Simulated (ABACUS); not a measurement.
SiC (Moissanite):

```
CELL_PARAMETERS angstrom
3.07600 0.00000 0.00000
-1.53800 2.66389 0.00000
0.00000 0.00000 5.04800
ATOMIC_POSITIONS crystal
Si 0.66667 0.33333 0.50000
Si 0.33333 0.66667 0.00000
C 0.66667 0.33333 0.88500
C 0.33333 0.66667 0.38500
```

Base run:

| Quantity | Value |
| --- | --- |
| Program | ABACUS 3.10.1 |
| Functional | PBE |
| Dispersion | D3 |
| Potentials or basis | PseudoDojo NC SR 0.4.1 PBE standard |
| Cutoff | 1361 eV |
| Density cutoff | 5442 eV |
| Basis | DZP LCAO (the cutoffs set its grid) |
| k mesh | 10 × 10 × 5 |
| Occupations | fermi-dirac, width 0.05 eV |
| Spin | no spin polarisation |

Its results: band gap on the k mesh 2.49 eV, indirect (least direct gap 4.09 eV); pressure 5.6 GPa; largest force 0.817 eV/Å.

Task: The run is repeated on the same cell with these changes: dispersion from D3 to none. What comes out?

Result: Band gap on the k mesh 2.49 eV, indirect (least direct gap 4.09 eV); pressure 7.6 GPa; largest force 0.823 eV/Å.

Dispersion adds attraction, which lowers the pressure at fixed volume and, as a term added to the energy, leaves the levels alone.

Caveats: the atomic orbitals were generated for these runs and aren't a published set; an odd mesh through Γ misses points on the zone boundary, where band edges often lie; the basis of atomic orbitals isn't converged, which shifts pressures, moduli and gaps.
